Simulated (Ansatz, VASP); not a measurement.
Two plane-wave programs on AlN

```
CELL_PARAMETERS angstrom
4.40317 0.00000 0.00000
0.00000 -4.40317 0.00000
0.00000 0.00000 -4.40317
ATOMIC_POSITIONS crystal
Al 0.00000 0.00000 0.00000
Al 0.50000 0.50000 0.00000
Al 0.50000 0.00000 0.50000
Al 0.00000 0.50000 0.50000
N 0.75000 0.75000 0.75000
N 0.25000 0.25000 0.75000
N 0.25000 0.75000 0.25000
N 0.75000 0.25000 0.25000
```

Alike in both runs: functional PBE; k mesh 6 × 6 × 6; occupations gaussian, width 0.02 eV; no spin polarisation.

Ansatz relaxed the structure, and its values are those at the end. VASP's run is a single point on that final structure, the one shown.

|  | VASP | Ansatz |
| --- | --- | --- |
| version | VASP 6.6.1 | Ansatz 0.2.0 |
| potentials or method | VASP PAW PBE potentials, release 64 (Al, N) | scalar-relativistic, plane waves, PAW |
| plane-wave cutoff (eV) | 520 | 420 |
| valence electrons in the cell | 32 | 32 |

```csv
,VASP,Ansatz,Ansatz less VASP
gap on the k mesh at the Fermi level (eV),3.31,3.31,+0.007
least direct gap on the mesh (eV),3.31,3.31,+0.007
pressure (GPa),-0.3,0.0,+0.26
```

A k mesh can miss the band edges.
